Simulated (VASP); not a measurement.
# S (R-3m) in VASP: a series of runs, part 3 of 3

VASP 6.6.1. Earlier steps stand in the parts before.

## (5) Relaxation of cell and atoms, LDA, target pressure 160 GPa, at which the enthalpy is minimised

This run uses another cell than the first one, of 8.58 Å³/atom, 1.071 times its volume.

File INCAR:

```
  PREC = Accurate
  ENCUT = 600
  EDIFF = 1E-7
  ISMEAR = 1
  SIGMA = 0.1
  LREAL = False
  LASPH = True
  NELM = 80
  ALGO = Normal
  ISIF = 3
  LWAVE = False
  LCHARG = False
  IBRION = 2
  NSW = 90
  EDIFFG = -0.005
  PSTRESS = 1600.0
```

File KPOINTS:

```
Automatic mesh
0
Gamma
  19 19 19
```

File POSCAR:

```
S                                       
1.0
    1.6764329644      0.9678890233      0.8809570136
   -1.6764329644      0.9678890233      0.8809570136
   -0.0000000000     -1.9357780465      0.8809570135
  S             
     1
Direct
     0.0000000000000000    0.0000000000000000    0.0000000000000000
```

Potentials or basis: VASP PAW LDA potentials, release 64 (S).

Command:

```
$ cat potpaw_LDA.64/S/POTCAR > POTCAR
$ mpirun -np 1 vasp_std > vasp.out
```

OUTCAR:

```text
PREC = Accurate
   ENCUT = 600
   EDIFF = 1E-7
   ISMEAR = 1
   LREAL = False
   LASPH = True
   NELM = 80
   ISIF = 3
   IBRION = 2
   NSW = 90
   EDIFFG = -0.005
   PSTRESS = 1600.0

 ion  position               nearest neighbor table
   1  0.000  0.000  0.000-

  LATTYP: Found a trigonal (rhomboedric) cell.
 ALAT       =     2.1268102655
 COS(alpha) =    -0.2426387257

  Lattice vectors:

[... 426 lines left out ...]
 [... further k-points ...]

------------------------ aborting loop because EDIFF is reached ----------------------------------------

  FORCE on cell =-STRESS in cart. coord.  units (eV):
  Direction    XX          YY          ZZ          XY          YZ          ZX
  --------------------------------------------------------------------------------------
  -------------------------------------------------------------------------------------
  Total        8.5655295      8.5655295      8.5684431      0.0000000      0.0000000     -0.0000000
  in kB     1600.0998108   1600.0998108   1600.6440926      0.0000000      0.0000001     -0.0000000
  external PRESSURE =       0.2812380 kB  Pullay stress =    1600.0000000 kB

 VOLUME and BASIS-vectors are now :
 -----------------------------------------------------------------------------
  energy-cutoff  :      600.00
  volume of cell :        8.58
      direct lattice vectors                 reciprocal lattice vectors
     1.676432964  0.967889023  0.880957014     0.298252307  0.172196050  0.378376389
    -1.676432964  0.967889023  0.880957014    -0.298252307  0.172196050  0.378376389
     0.000000000 -1.935778047  0.880957013     0.000000000 -0.344392100  0.378376389

 POSITION                                       TOTAL-FORCE (eV/Angst)
 -----------------------------------------------------------------------------------
      0.00000      0.00000      0.00000         0.000000     -0.000000      0.000000
 -----------------------------------------------------------------------------------
    total drift:                               -0.000000     -0.000000      0.000000

  FREE ENERGIE OF THE ION-ELECTRON SYSTEM (eV)
  ---------------------------------------------------
  free  energy   TOTEN  =        -2.0864718028 eV

  energy  without entropy=       -2.0863133820  energy(sigma->0) =       -2.08641900

  enthalpy is  TOTEN    =         6.4785234120 eV   P V=        8.5649952147

 reached required accuracy - stopping structural energy minimisation
```

CONTCAR:

```text
S
   1.00000000000000
     1.6764329644000000    0.9678890233000000    0.8809570136000000
    -1.6764329644000000    0.9678890233000000    0.8809570136000000
     0.0000000000000000   -1.9357780465000001    0.8809570135000000
  S
     1
Direct
     0.0000000000000000    0.0000000000000000    0.0000000000000000

  0.00000000E+00  0.00000000E+00  0.00000000E+00
```

Run time: 25 s. Hardware: 1 thread of Intel Xeon Platinum 8259CL at 2.50GHz (Skylake/Cascade Lake), shared host; peak memory 0.15 GiB.

Results:

* Free energy: -2.0865 eV
* Pressure after relaxing: 160.0 GPa
* Band gap on the k mesh: none (metal or under the smearing width)

Final structure:
```
S
1.0
     1.67643    0.96789    0.88096
    -1.67643    0.96789    0.88096
     0.00000   -1.93578    0.88096
S
1
Direct
  0.00000 0.00000 0.00000
```

Caveat: the relaxation stopped at its first step, so nothing moved; the cell is relaxed towards a set pressure, so the enthalpy falls and the energy may rise.

## (6) Relaxation of cell and atoms, r2SCAN, target pressure 173 GPa, at which the enthalpy is minimised

File INCAR:

```
PREC = Accurate
ENCUT = 600
EDIFF = 1E-6
ISMEAR = 1
SIGMA = 0.1
LREAL = False
LASPH = True
NELM = 80
ALGO = Normal
ISIF = 3
LWAVE = False
LCHARG = False
METAGGA = R2SCAN
LMIXTAU = True
IBRION = 2
NSW = 90
EDIFFG = -0.01
PSTRESS = 1730.0
```

File KPOINTS:

```
regular mesh
0
Gamma
  19 19 19
```

File POSCAR:

```
S
1.0
    1.6385000000      0.9459884161      0.8613333333
   -1.6385000000      0.9459884161      0.8613333333
    0.0000000000     -1.8919768321      0.8613333333
S
1
Direct
    0.0000000000      0.0000000000      0.0000000000
```

Potentials or basis: VASP PAW PBE potentials, release 64 (S).

Command:

```
$ cat potpaw_PBE.64/S/POTCAR > POTCAR
$ mpirun -np 1 vasp_std > vasp.out
```

It took 9.5 min on 1 thread of AMD EPYC 9R45 (Zen 5), shared host; peak memory 0.12 GiB.

Results (log left out):

| Property | Result |
| --- | --- |
| Free energy | -4.6971 eV |
| Relaxed volume | 8.65 Å³/atom |
| Relaxed cell | a = 2.125 Å, b = 2.125 Å, c = 2.125 Å, α = 103.48°, β = 103.48°, γ = 103.48° |
| Space group after relaxing (to 0.05 Å) | R-3m (No. 166) |
| Energy change on relaxing (the enthalpy is what falls) | -771.4 meV/atom |
| Ionic steps | 9 |
| Pressure after relaxing | 173.0 GPa |
| Band gap on the k mesh | none (metal or under the smearing width) |

Stress tensor (GPa, compression positive):
```
172.92   0.00   0.00
  0.00 172.92   0.00
  0.00   0.00 173.13
```

The path:
```
step  energy change (eV)  largest force (eV/Å)  pressure (GPa)  volume (Å³)
   1              0.0000                0.0000          216.86         8.01
   2             -2.3469                0.0000           71.89        10.83
   3             -0.8065                0.0000          169.78         8.68
   4             -0.7572                0.0000          172.86         8.64
   5             -0.7711                0.0000          171.98         8.65
   6             -0.7761                0.0000          172.78         8.65
   7             -0.7761                0.0000          172.71         8.65
   8             -0.7578                0.0000          173.79         8.63
   9             -0.7714                0.0000          172.99         8.65
```

Final structure:
```
S
1.0
     1.66876    0.96346    0.89639
    -1.66876    0.96346    0.89639
     0.00000   -1.92692    0.89639
S
1
Cartesian
  0.0000 0.0000 0.0000
```

Levels at points of the mesh, in eV from the Fermi level:
| k point | band 1 | band 2 | band 3 | band 4 | band 5 | band 6 | band 7 |
| --- | --- | --- | --- | --- | --- | --- | --- |
| (0.00, 0.00, 0.00) | -26.97 | 4.11 | 7.72 | 7.72 | 8.04 | 8.04 | 16.90 |

Caveat: the cell is relaxed towards a set pressure, so the enthalpy falls and the energy may rise; the PAW data sets were made with another functional, which shifts forces and pressure a little. Zero-point motion and thermal expansion aren't in these numbers.

## (7) Relaxation of cell and atoms, r2SCAN, target pressure 173 GPa, at which the enthalpy is minimised

This run uses another cell than the first one, of 8.65 Å³/atom, 1.079 times its volume.

INCAR: that of step 6 with these lines changed.

```diff
@@ -2,3 +2,3 @@
 ENCUT = 600
-EDIFF = 1E-6
+EDIFF = 1E-7
 ISMEAR = 1
@@ -16,3 +16,3 @@
 NSW = 90
-EDIFFG = -0.01
+EDIFFG = -0.005
 PSTRESS = 1730.0
```

KPOINTS is that of step 6.

File POSCAR:

```
S                                       
1.0
    1.6687573559      0.9634575087      0.8963923849
   -1.6687573559      0.9634575087      0.8963923849
   -0.0000000000     -1.9269150172      0.8963923848
  S             
     1
Direct
     0.0000000000000000    0.0000000000000000    0.0000000000000000
```

Potentials or basis: VASP PAW PBE potentials, release 64 (S).

Command:

```
$ cat potpaw_PBE.64/S/POTCAR > POTCAR
$ mpirun -np 1 vasp_std > vasp.out
```

OUTCAR:

```text
PREC = Accurate
   ENCUT = 600
   EDIFF = 1E-7
   ISMEAR = 1
   LREAL = False
   LASPH = True
   NELM = 80
   ISIF = 3
   METAGGA = R2SCAN
   IBRION = 2
   NSW = 90
   EDIFFG = -0.005
   PSTRESS = 1730.0

 ion  position               nearest neighbor table
   1  0.000  0.000  0.000-

  LATTYP: Found a trigonal (rhomboedric) cell.
 ALAT       =     2.1252107641
 COS(alpha) =    -0.2331399506

  Lattice vectors:

 A1 = (   1.6687573559,   0.9634575087,   0.8963923849)
 A2 = (  -1.6687573559,   0.9634575087,   0.8963923849)
 A3 = (   0.0000000000,  -1.9269150172,   0.8963923848)

Analysis of symmetry for initial positions (statically):
=====================================================================
 Subroutine PRICEL returns:
 Original cell was already a primitive cell.

[... 254 lines left out ...]

 E-fermi :  19.3942     XC(G=0): -15.0863

 val. band max:       19.3889053045   @ k =   0.4211   0.1053   0.1053
 cond. band min:      19.4008827539   @ k =  -0.4737   0.2632   0.1579
 fundamental gap:      0.0119774494
 Fermi energy:        19.3941774852

 k-point     1 :       0.0000    0.0000    0.0000
  band No.  band energies     occupation
      1      -7.5751      2.00000
      2      23.4977      0.00000
      3      27.1081      0.00000
      4      27.1081      0.00000
      5      27.4220      0.00000
      6      27.4220      0.00000
      7      36.2965      0.00000
[... 221 lines left out ...]
 k-point    24 :      -0.2632    0.0526    0.0000
  band No.  band energies     occupation
      1      -5.2065      2.00000
      2      13.1439      2.00000
      3      24.0888      0.00000
      4      27.1004      0.00000
      5      27.9290      0.00000
      6      32.9851      0.00000
      7      37.3020      0.00000

 [... further k-points ...]

------------------------ aborting loop because EDIFF is reached ----------------------------------------

  FORCE on cell =-STRESS in cart. coord.  units (eV):
  Direction    XX          YY          ZZ          XY          YZ          ZX
  --------------------------------------------------------------------------------------
  -------------------------------------------------------------------------------------
  Total        9.3357473      9.3357473      9.3359299      0.0000000      0.0000000      0.0000000
  in kB     1729.5424612   1729.5424612   1729.5763037      0.0000000      0.0000003      0.0000000
  external PRESSURE =      -0.4462580 kB  Pullay stress =    1730.0000000 kB
[... 20 lines left out ...]
  energy  without entropy=       -4.6988125077  energy(sigma->0) =       -4.69878429

  enthalpy is  TOTEN    =         4.6394467960 eV   P V=        9.3382169751

 reached required accuracy - stopping structural energy minimisation
```

CONTCAR:

```text
S
   1.00000000000000
     1.6686348468170800    0.9633867780698327    0.8966339917127855
    -1.6686348468170800    0.9633867780698327    0.8966339917127855
     0.0000000000000000   -1.9267735558619130    0.8966339915291731
  S
     1
Direct
     0.0000000000000000    0.0000000000000000    0.0000000000000000

  0.00000000E+00  0.00000000E+00  0.00000000E+00
```

It took 3.5 min on 1 thread of AMD EPYC 9R45 (Zen 5), shared host; peak memory 0.12 GiB.

What came out:

```
Free energy                                            : -4.6988 eV
Relaxed volume                                         : 8.65 Å³/atom
Relaxed cell                                           : a = 2.125 Å, b = 2.125 Å, c = 2.125 Å, α = 103.47°, β = 103.47°, γ = 103.47°
Space group after relaxing (to 0.05 Å)                 : R-3m (No. 166)
Energy change on relaxing (the enthalpy is what falls) : -1.1 meV/atom
Ionic steps                                            : 3
Pressure after relaxing                                : 173.0 GPa
Band gap on the k mesh                                 : none (metal or under the smearing width)
```

Step by step:
| step | energy change (eV) | largest force (eV/Å) | pressure (GPa) | volume (Å³) |
| --- | --- | --- | --- | --- |
| 1 | 0.0000 | 0.0000 | 173.03 | 8.65 |
| 2 | -0.0019 | 0.0000 | 172.95 | 8.65 |
| 3 | -0.0011 | 0.0000 | 172.96 | 8.65 |

Final structure:
```yaml
crystal:
  lattice:
    - [1.66863, 0.96339, 0.89663]
    - [-1.66863, 0.96339, 0.89663]
    - [0.00000, -1.92677, 0.89663]
  atoms:
    - { symbol: S, position: [0.00000, 0.00000, 0.00000] }
```

Caveat: the cell is relaxed towards a set pressure, so the enthalpy falls and the energy may rise; the PAW data sets were made with another functional, which shifts forces and pressure a little.

## (8) The runs side by side

```tsv
level	potentials or basis	cell	target pressure	gap on the mesh (eV)	pressure (GPa)
PBEsol	VASP PAW PBE potentials, release 64 (S)	relaxed to 173 GPa	173 GPa	none	173.0
LDA	VASP PAW LDA potentials, release 64 (S)	relaxed to 160 GPa	160 GPa	none	160.0
r2SCAN	VASP PAW PBE potentials, release 64 (S)	relaxed to 173 GPa	173 GPa	none	173.0
```

Alike in all rows: task relaxation of cell and atoms; no spin polarisation; k mesh 19 × 19 × 19; cutoff (eV) 600; smearing methfessel-paxton 0.1 eV.

Caveats: the cell is relaxed towards a set pressure, so the enthalpy falls and the energy may rise; the relaxation stopped at its first step, so nothing moved (some runs); the PAW data sets were made with another functional, which shifts forces and pressure a little (some runs).

Absolute energies hang on the potentials; compare differences alone.
